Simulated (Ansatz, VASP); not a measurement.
**One calculation of SiO2, two programs**

```
Si O
1.0
     3.89723    0.00000    0.00000
     0.00000    3.89723    0.00000
     0.00000    0.00000    2.58286
Si O
2 4
Direct
  0.50000 0.50000 0.50000
  0.00000 0.00000 0.00000
  0.69302 0.69302 0.00000
  0.19302 0.80698 0.50000
  0.30698 0.30698 0.00000
  0.80698 0.19302 0.50000
```

Change from the starting cell: strain -0.080 along x and y, -0.040 along z, atoms carried along.

Alike in both runs: task single point; functional PBE; k mesh 6 × 6 × 8; occupations gaussian, width 0.05 eV; no spin polarisation.

```csv
,VASP,Ansatz
version,VASP 6.6.1,Ansatz 0.2.0
potentials or method,"VASP PAW PBE potentials, release 64 (Si, O)","scalar-relativistic, plane waves, PAW"
plane-wave cutoff (eV),520,420
valence electrons in the cell,32,32
```

VASP gave:

| Property | Result |
| --- | --- |
| gap on the k mesh at the Fermi level (eV) | 6.65 |
| least direct gap on the mesh (eV) | 6.65 |
| pressure (GPa) | 93.0 |
| largest component of the traceless stress (GPa) | 4.50 |
| rms of the force components (eV/Å) | 0.818 |

Q: Estimate Ansatz's values.

A: gap on the k mesh at the Fermi level (eV): 6.68; least direct gap on the mesh (eV): 6.68; pressure (GPa): 92.3; largest component of the traceless stress (GPa): 5.13; rms of the force components (eV/Å): 0.808.

Atom by atom the forces differ by 0.010 eV/Å (rms over components).

Caveats: the cell as given lies far from equilibrium; so large a pressure means that the cell lies far from this level's equilibrium, or that cutoff or potentials fall short (VASP); forces of over 1 eV/Å show positions far from the minimum, so gaps and moduli don't describe the material at rest. A k mesh can miss the band edges.
